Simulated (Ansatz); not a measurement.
**CdS, element substitutions**

The reference is CdS in the zinc blende structure (space group F-43m, No. 216).

```
CdS
1.0
    0.00000     2.93953     2.93953
    2.93953     0.00000     2.93953
    2.93953     2.93953     0.00000
S Cd
1 1
Direct
  0.75000   0.75000   0.75000
  0.00000   0.00000   0.00000
```

Each row replaces one element on all its sites; cell and atoms are relaxed.

Computed with Kohn–Sham DFT with the r2SCAN functional, run in Ansatz (a quantum-chemistry and plane-wave program) with PAW and 500 eV plane waves, no spin-orbit coupling, earlier PAW set.

```json
[
 {"case": "base", "shortest interatomic distance": "4.811 bohr", "density": "4.72 g/cm³"},
 {"case": "S → Mo", "shortest interatomic distance": "4.904 bohr", "density": "6.43 g/cm³"},
 {"case": "Cd → Ag", "shortest interatomic distance": "4.625 bohr", "density": "5.15 g/cm³"},
 {"case": "S → Cl", "shortest interatomic distance": "5.287 bohr", "density": "3.64 g/cm³"}
]
```

No phonon test of stability was made. As relaxed here, CdMo, AgS and CdCl are hypothetical phases, not in the database extracts checked. The final runs are not spin-polarised. An odd electron count without spin: AgS and CdCl. CdMo has a high density of states at the Fermi level and may be magnetic at this level.
